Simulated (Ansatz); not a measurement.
## GaP under uniaxial strain: field gradients at the nuclei

Cell: an entry of the Crystallography Open Database (COD), whose atoms a relaxation with PBE at fixed cell left in place.

```xyz
2
Lattice="0.0000 2.7252 2.7252 2.7252 0.0000 2.7252 2.7252 2.7252 0.0000" Properties=species:S:1:pos:R:3 pbc="T T T"
Ga    0.0000    0.0000    0.0000
P     1.3626    1.3626    1.3626
```

Atom numbers follow the list; atoms alike are taken as one site, whose name carries the number of the first.

All values are calculated (Ansatz; DFT, PBE, plane waves and PAW, scalar-relativistic, 420 eV cutoff, Γ-centred 14×14×14 k-points, Fermi–Dirac smearing 0.02 eV), not measured.

The cell is stretched along z (the third Cartesian axis of the run's cell), x and y held, and the ions relax again each time.

```
strain along z (%)  Ga: V along z (10²¹ V/m²)  P: V along z (10²¹ V/m²)
                -3                          ?                         ?
                -2                       0.41                     -0.25
                -1                       0.20                     -0.13
                 0                       0.00                      0.00
                +1                      -0.20                      0.13
                +2                      -0.39                      0.26
                +3                      -0.58                      0.39
```

(1) Estimate the row at -3 % from the others.

## Answers

(1) Ga: 0.63; P: -0.37. Worked for Ga: a straight line through the other 6 rows has a slope of -0.198 × 10²¹ V/m² per per cent of strain and gives 0.60 at -3 %, against 0.63 from the run, so the response is nearly linear here. For Ga-69 that is −0.82 MHz of C_Q per per cent. Worked for P: a straight line through the other 6 rows has a slope of 0.128 × 10²¹ V/m² per per cent of strain and gives -0.38 at -3 %, against -0.37 from the run, so the response is nearly linear here. Without strain Ga and P sit on a cubic site without a gradient, so the whole gradient comes from the strain.
